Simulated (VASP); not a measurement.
# BaTiO3 (Cmm2) in VASP: a series of runs, part 2 of 2

VASP 6.6.1.

## Step 3: Single point, r2SCAN

Contents of POSCAR:

```
BaTiO3
1.0
    3.9998000000      0.0266653333      0.0000000000
    0.0266653333      3.9998000000      0.0000000000
    0.0000000000      0.0000000000      4.0180000000
Ba Ti O
1 1 3
Direct
    0.0000000000      0.0000000000      0.0000000000
    0.5000000000      0.5000000000      0.4900000000
    0.5000000000      0.5000000000      0.0190000000
    0.5000000000      0.0000000000      0.5170000000
    0.0000000000      0.5000000000      0.5170000000
```

Contents of INCAR.step1:

```
PREC = Accurate
ENCUT = 520
ISMEAR = 0
SIGMA = 0.01
LREAL = F
LASPH = T
NELM = 100
NBANDS = 28
GGA = PE
ALGO = Normal
EDIFF = 1E-4
LWAVE = T
LCHARG = F
```

Contents of INCAR.step2:

```
PREC = Accurate
ENCUT = 520
EDIFF = 1E-6
ISMEAR = 0
SIGMA = 0.01
LREAL = F
LASPH = T
NELM = 100
ALGO = Normal
ISIF = 2
LWAVE = F
LCHARG = F
METAGGA = R2SCAN
LMIXTAU = T
NBANDS = 28
ISTART = 1
```

Contents of KPOINTS:

```
regular mesh
0
Gamma
  4 4 4
```

Potentials or basis: VASP PAW PBE potentials, release 64 (Ba_sv, Ti_sv, O).

The run is started by

```console
> cat potpaw_PBE.64/Ba_sv/POTCAR potpaw_PBE.64/Ti_sv/POTCAR potpaw_PBE.64/O/POTCAR > POTCAR
> cp INCAR.step1 INCAR
> mpirun -np 1 vasp_std > vasp.out
> cp INCAR.step2 INCAR
> mpirun -np 1 vasp_std > vasp.out
```

OUTCAR:

```text
PREC = Accurate
   ENCUT = 520
   EDIFF = 1E-6
   ISMEAR = 0
   LREAL = F
   LASPH = T
   NELM = 100
   ISIF = 2
   METAGGA = R2SCAN
   ISTART = 1

 ion  position               nearest neighbor table
   1  0.000  0.000  0.000-   4 2.79   5 2.79   5 2.79   4 2.79   3 2.81   3 2.81   3 2.85   3 2.85
                             4 2.88   5 2.88   5 2.88   4 2.88   2 3.43   2 3.43   2 3.46   2 3.46
   2  0.500  0.500  0.490-   3 1.89   4 2.00   5 2.00   4 2.00   5 2.00   3 2.13   1 3.43   1 3.43
                             1 3.46   1 3.46   1 3.48   1 3.48   1 3.51   1 3.51
   3  0.500  0.500  0.019-   2 1.89   2 2.13   1 2.81   1 2.81   1 2.85   1 2.85
   4  0.500  0.000  0.517-   2 2.00   2 2.00   1 2.79   1 2.79   1 2.88   1 2.88
   5  0.000  0.500  0.517-   2 2.00   2 2.00   1 2.79   1 2.79   1 2.88   1 2.88

  LATTYP: Found a base centered orthorhombic cell.
 ALAT       =     5.6188609308
 B/A-ratio  =     1.0134228188
 C/A-ratio  =     0.7150915549

  Lattice vectors:

 A1 = (  -0.0266653333,  -3.9998000000,   0.0000000000)
 A2 = (   3.9998000000,   0.0266653333,   0.0000000000)
 A3 = (   0.0000000000,   0.0000000000,   4.0180000000)

Analysis of symmetry for initial positions (statically):
=====================================================================
 Subroutine PRICEL returns:
 Original cell was already a primitive cell.

 Routine SETGRP: Setting up the symmetry group for a
 base centered orthorhombic supercell.

 Subroutine GETGRP returns: Found  4 space group operations
 (whereof  4 operations were pure point group operations)
 out of a pool of  8 trial point group operations.

The static configuration has the point symmetry C_2v.

Analysis of symmetry for dynamics (positions and initial velocities):
=====================================================================
 Subroutine PRICEL returns:
 Original cell was already a primitive cell.

 Routine SETGRP: Setting up the symmetry group for a
 base centered orthorhombic supercell.

 Subroutine GETGRP returns: Found  4 space group operations
 (whereof  4 operations were pure point group operations)
 out of a pool of  8 trial point group operations.

The dynamic configuration has the point symmetry C_2v.

 Subroutine INISYM returns: Found  4 space group operations
 (whereof  4 operations are pure point group operations),
 and found     1 'primitive' translations

----------------------------------------------------------------------------------------

                                     Primitive cell

  volume of cell :      64.2787

  direct lattice vectors                    reciprocal lattice vectors
     3.999800000  0.026665333  0.000000000     0.250023613 -0.001666824  0.000000000
     0.026665333  3.999800000  0.000000000    -0.001666824  0.250023613  0.000000000
     0.000000000  0.000000000  4.018000000     0.000000000  0.000000000  0.248880040

  length of vectors
     3.999888883  3.999888883  4.018000000     0.250029169  0.250029169  0.248880040

  position of ions in fractional coordinates (direct lattice)
     0.000000000  0.000000000  0.000000000
     0.500000000  0.500000000  0.490000000
     0.500000000  0.500000000  0.019000000
     0.500000000  0.000000000  0.517000000
[... 36 lines left out ...]
 Following reciprocal coordinates:
            Coordinates               Weight
  0.000000  0.000000  0.000000      1.000000
  0.250000  0.000000  0.000000      4.000000
  0.500000  0.000000  0.000000      2.000000
  0.250000  0.250000  0.000000      2.000000
  0.500000  0.250000  0.000000      4.000000
 -0.250000  0.250000  0.000000      2.000000
[... 13 lines left out ...]
 -0.250000  0.250000  0.500000      2.000000
  0.500000  0.500000  0.500000      1.000000
   k-points           NKPTS =     21   k-points in BZ     NKDIM =     21   number of bands    NBANDS=     28
   number of dos      NEDOS =    301   number of ions     NIONS =      5
   total plane-waves  NPLWV =  27000
   dimension x,y,z NGX =    30 NGY =   30 NGZ =   30
   dimension x,y,z NGXF=    60 NGYF=   60 NGZF=   60
   ions per type =               1   1   3
   NGX,Y,Z   is equivalent  to a cutoff of  12.47, 12.47, 12.41 a.u.
   NGXF,Y,Z  is equivalent  to a cutoff of  24.94, 24.94, 24.83 a.u.
 SYSTEM =  unknown system
   PREC   = accura    normal or accurate (medium, high low for compatibility)
   ISTART =      1    job   : 0-new  1-cont  2-samecut
   ICHARG =      0    charge: 1-file 2-atom 10-const
   ISPIN  =      1    spin polarized calculation?
   LNONCOLLINEAR =      F non collinear calculations
   LSORBIT =      F    spin-orbit coupling
   LASPH  =      T    aspherical Exc in radial PAW
   ENCUT  =  520.0 eV  38.22 Ry    6.18 a.u.   7.44  7.44  7.47*2*pi/ulx,y,z
   NELM   =    100;   NELMIN=  2; NELMDL=  0     # of ELM steps
   EDIFF  = 0.1E-05   stopping-criterion for ELM
   LREAL  =      F    real-space projection
   EDIFFG = 0.1E-04   stopping-criterion for IOM
   NSW    =      0    number of steps for IOM
   IBRION =     -1    ionic relax: 0-MD 1-quasi-New 2-CG
   NFREE  =      0    steps in history (QN), initial steepest desc. (CG)
   ISIF   =      2    stress and relaxation
   ISYM   =      2    0-nonsym 1-usesym 2-fastsym
   POTIM  = 0.5000    time-step for ionic-motion
   TEBEG  =    0.0;   TEEND  =   0.0 temperature during run
   PSTRESS=    0.0 pullay stress
   NELECT =      40.0000    total number of electrons
   NUPDOWN=      -1.0000    fix difference up-down
   EMIN   =  10.00;   EMAX   =-10.00  energy-range for DOS
   EFERMI =   0.00;   METHOD = LEGACY
   ISMEAR =     0;   SIGMA  =   0.01  broadening in eV -4-tet -1-fermi 0-gaus
   EFERMI_NEDOS =   21; number of points for ismear=-14 and -15
   IALGO  =     38    algorithm
   IMIX   =      4    mixing-type and parameters
     AMIX     =   0.40;   BMIX     =  1.00
     AMIX_MAG =   1.60;   BMIX_MAG =  1.00
  volume/ion in A,a.u.               =      12.86        86.75
  Fermi-wavevector in a.u.,A,eV,Ry     =   1.397674  2.641220 26.578866  1.953492
  Thomas-Fermi vector in A             =   2.520907
   LORBIT       =      0    0 simple, 1 ext, 2 COOP (PROOUT), +10 PAW based schemes
   METAGGA = R2SCAN    functional components
   LHFCALC =     F    Hartree Fock is set to
   AEXX    =    0.0000 exact exchange contribution
   IVDW    =     0    specifies the selected vdW correction
   LEPSILON=     F    determine dielectric tensor
   LRPA    =     F    only Hartree local field effects (RPA)
 non-spin polarized calculation
 Gauss-broadening in eV      SIGMA  =   0.01
  energy-cutoff  :      520.00
  volume of cell :       64.28
 maximum number of plane-waves:      1749
 NGX is ok and might be reduce to    30
   NGX = 15   NGY = 15   NGZ = 15

 number of electron      39.9999976 magnetization

 Free energy of the ion-electron system (eV)
  ---------------------------------------------------
  ext. energy  EPLUGINS =         0.00000000
  ---------------------------------------------------
  free energy    TOTEN  =       -74.22991662 eV

  energy without entropy =      -74.22991662  energy(sigma->0) =      -74.22991662

 E-fermi :   3.6615     XC(G=0): -11.9007

 val. band max:        3.5515097609   @ k =   0.5000   0.5000   0.5000
 cond. band min:       5.7012983619   @ k =   0.0000   0.0000   0.0000
 fundamental gap:      2.1497886010
 Fermi energy:         3.6615345819

 k-point     1 :       0.0000    0.0000    0.0000
  band No.  band energies     occupation
      1     -55.3066      2.00000
      2     -30.4944      2.00000
      3     -30.4690      2.00000
      4     -30.4568      2.00000
      5     -21.9723      2.00000
      6     -14.3435      2.00000
[... 640 lines left out ...]
     27      11.5852      0.00000
     28      11.8106      0.00000

------------------------ aborting loop because EDIFF is reached ----------------------------------------

  FORCE on cell =-STRESS in cart. coord.  units (eV):
  Direction    XX          YY          ZZ          XY          YZ          ZX
  --------------------------------------------------------------------------------------
  -------------------------------------------------------------------------------------
  Total        0.3530501      0.3530501      0.7514422     -0.7212960      0.0000000      0.0000000
  in kB        8.7999399      8.7999399     18.7300515    -17.9786446      0.0000000      0.0000000
  external PRESSURE =      12.1099771 kB  Pullay stress =       0.0000000 kB

 VOLUME and BASIS-vectors are now :
 -----------------------------------------------------------------------------
  energy-cutoff  :      520.00
  volume of cell :       64.28
      direct lattice vectors                 reciprocal lattice vectors
     3.999800000  0.026665333  0.000000000     0.250023613 -0.001666824  0.000000000
     0.026665333  3.999800000  0.000000000    -0.001666824  0.250023613  0.000000000
     0.000000000  0.000000000  4.018000000     0.000000000  0.000000000  0.248880040

 POSITION                                       TOTAL-FORCE (eV/Angst)
 -----------------------------------------------------------------------------------
      0.00000      0.00000      0.00000        -0.000000      0.000000      0.083428
      2.01323      2.01323      1.96882         0.000000      0.000000     -0.154690
      2.01323      2.01323      0.07634        -0.000000      0.000000      0.329596
      1.99990      0.01333      2.07731         0.000000      0.000000     -0.129167
      0.01333      1.99990      2.07731        -0.000000      0.000000     -0.129167
 -----------------------------------------------------------------------------------
    total drift:                                0.000000      0.000000     -0.001503

  FREE ENERGIE OF THE ION-ELECTRON SYSTEM (eV)
  ---------------------------------------------------
  free  energy   TOTEN  =       -74.2299166204 eV

  energy  without entropy=      -74.2299166204  energy(sigma->0) =      -74.22991662
```

It took 86 s on 1 thread of Intel Xeon Platinum 8559C (Emerald Rapids), shared host; peak memory 0.19 GiB.

Results:

| Property | Result |
| --- | --- |
| Free energy | -74.2299 eV |
| Pressure | 1.2 GPa |
| Largest force | 0.330 eV/Å |
| Band gap on the k mesh | 2.15 eV, indirect (least direct gap 2.40 eV) |

Forces in eV/Å, atoms in the order of the input:
```
Ba   0.000  0.000  0.083
Ti   0.000  0.000 -0.155
O    0.000  0.000  0.330
O    0.000  0.000 -0.129
O    0.000  0.000 -0.129
```

Stress tensor (GPa, compression positive):
```
 0.88 -1.80  0.00
-1.80  0.88  0.00
 0.00  0.00  1.87
```

Levels at points of the mesh, in eV from the valence-band top:
| k point | band 17 | band 18 | band 19 | band 20 | band 21 | band 22 | band 23 | band 24 |
| --- | --- | --- | --- | --- | --- | --- | --- | --- |
| (0.00, 0.00, 0.00) | -1.17 | -0.34 | -0.33 | -0.25 | 2.15 | 2.33 | 2.38 | 4.22 |
| (0.50, 0.00, 0.00) | -1.83 | -1.73 | -0.98 | -0.88 | 2.49 | 3.84 | 3.87 | 4.29 |
| (0.50, 0.50, 0.00) | -1.84 | -1.02 | -0.97 | -0.09 | 3.87 | 3.90 | 4.31 | 5.02 |
| (0.00, 0.00, 0.50) | -1.95 | -1.92 | -0.80 | -0.68 | 2.30 | 3.89 | 3.91 | 4.22 |
| (0.50, 0.00, 0.50) | -1.78 | -0.93 | -0.91 | -0.17 | 3.86 | 3.91 | 4.29 | 5.12 |
| (0.50, 0.50, 0.50) | -2.43 | -0.10 | -0.08 | 0.00 | 4.51 | 4.53 | 4.54 | 7.18 |

Caveat: the PAW data sets were made with another functional, which shifts forces and pressure a little; spin-orbit coupling is left out, which moves the levels of the heavy elements.
